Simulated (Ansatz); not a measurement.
# Fe: pressure up to the limit of the methods

The task here is to estimate one member of a computed series from the others.

Computed with Ansatz 0.2.0 (DFT, PBE, PAW with Ansatz's default frozen-core files, scalar-relativistic, unless a step's input says otherwise).

1 further run of the same task is left out (set aside as unsound or not needed).

## Starting point

It takes space group P6_3/mmc (No. 194, hexagonal). Conventional cell: a = 2.530 Å, b = 2.530 Å, c = 4.099 Å, α = 90.00°, β = 90.00°, γ = 120.00°. Fe (site symmetry -6m2) has 12 Fe at 2.52 to 2.53 Å as nearest neighbours.

As a file:

```cif
data_structure
_symmetry_space_group_name_H-M 'P 1'
_symmetry_Int_Tables_number 1
_cell_length_a 2.5303
_cell_length_b 2.5303
_cell_length_c 4.0991
_cell_angle_alpha 90.000
_cell_angle_beta 90.000
_cell_angle_gamma 120.000
_cell_volume 22.73
loop_
_atom_site_label
_atom_site_type_symbol
_atom_site_fract_x
_atom_site_fract_y
_atom_site_fract_z
_atom_site_occupancy
Fe1 Fe 0.33333 0.66667 0.25000 1
Fe2 Fe 0.66667 0.33333 0.75000 1
```

Whether this phase is the stable one at these pressures isn't tested.

Atoms are numbered in the order of the input: Fe1, Fe2.

The first run:

File input.yaml:

```yaml
crystal:
  lattice:
    - [2.5302990833, 0.0, 0.0]
    - [-1.2651495417, 2.1913032853, 0.0]
    - [0.0, 0.0, 4.099084515]
  atoms:
    - { symbol: Fe, position: [0.3333333333, 0.6666666667, 0.25], spin: 2.5 }
    - { symbol: Fe, position: [0.6666666667, 0.3333333333, 0.75], spin: 2.5 }
magnetization:
  spin_polarized: true
kpoints:
  mp_grid: { grid: [17, 17, 9] }
scf:
  occupations: { method: fermi_dirac, width: 0.05 }
hamiltonian:
  xc: pbe
  pseudopotentials: { kind: paw }
output:
  forces: true
  stress: true
relax:
  f_tol: 0.005
  max_steps: 40
  cell: {}
```

Launch:

```
$ ansatz run input.yaml --threads 1 --pin off --max-ram 3072MiB --backend cpu --events-out ev --progress --plain --runs-dir out
```

Steps of the session up to this table: Cell relaxed at zero pressure, PAW; More of the same log: cell relaxed at zero pressure; Volume scaled by 1, PAW; Shape and atoms relaxed at 0.92 of the volume, PAW; Volume scaled by 0.92, PAW; Shape and atoms relaxed at 0.84 of the volume, PAW; Volume scaled by 0.84, PAW; Shape and atoms relaxed at 0.76 of the volume, PAW; Volume scaled by 0.76, PAW; Shape and atoms relaxed at 0.68 of the volume, PAW; More of the same log: shape and atoms relaxed at 0.68 of the volume; Volume scaled by 0.68, PAW; Shape and atoms relaxed at 0.6 of the volume, PAW; Volume scaled by 0.6, PAW; Shape and atoms relaxed at 0.52 of the volume, PAW; Volume scaled by 0.52, PAW; Shape and atoms relaxed at 0.45 of the volume, PAW; Volume scaled by 0.45, PAW; Volume scaled by 0.45, PAW (partial_waves polarizable).

One of the session's tables, all rows but one given; the rest of the session is left out.

| method | volume over the first | volume (Å³/atom) | pressure (GPa) |
| --- | --- | --- | --- |
| PAW | 1 | 10.200 | 0.00 |
| PAW | 0.92 | 9.384 | 29.29 |
| PAW | 0.84 | ? | ? |
| PAW | 0.76 | 7.752 | 147.93 |
| PAW | 0.68 | 6.936 | 265.47 |
| PAW | 0.6 | 6.120 | 460.61 |
| PAW | 0.52 | 5.304 | 795.79 |
| PAW | 0.45 | 4.590 | 1308.58 |
| PAW (partial_waves polarizable) | 0.45 | 4.590 | 1308.56 |

**Question.** Estimate the row for PAW, 0.84.

**Answer.** volume (Å³/atom): 8.568; pressure (GPa): 75.21. In the column «volume (Å³/atom)» it lies between PAW, 0.76 (7.752) and PAW, 0.92 (9.384).

Caveats from the session: Warnings in the runs' records: seeded moment not kept.
